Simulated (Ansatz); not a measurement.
The system is Bi.

```
Bi
1.0
     4.65841    0.00000    0.00000
     0.00000    4.52639    0.00000
    -0.34597    0.00000    6.51195
Bi
4
Direct
  0.25137 0.25000 0.74873
  0.74863 0.75000 0.25127
  0.24989 0.25000 0.24888
  0.75011 0.75000 0.75112
```

Base run:

| Item | Value |
| --- | --- |
| Program | Ansatz 0.2.0 |
| Functional | PBEsol |
| Potentials or basis | Ansatz PAW |
| Cutoff | 420 eV |
| Density cutoff | 1680 eV |
| k mesh | 6 × 6 × 4 |
| Occupations | fermi-dirac, width 0.05 eV |
| Spin | no spin polarisation |

Its results: band gap on the k mesh none (metal or under the smearing width); pressure -1.4 GPa.

The run is repeated on the same cell with these changes: spin from no spin polarisation to spin-orbit coupling, no magnetisation; potential files from those of the base run to others of the same set. What comes out?

Band gap on the k mesh none (metal or under the smearing width); pressure -0.2 GPa.

Caveats: the PAW data sets come from PBE, with cores solved anew for the run's functional, which leaves a small shift of forces and pressure; spin-orbit coupling is left out, which moves the levels of the heavy elements (some runs).

Not every run made on this cell is shown here.
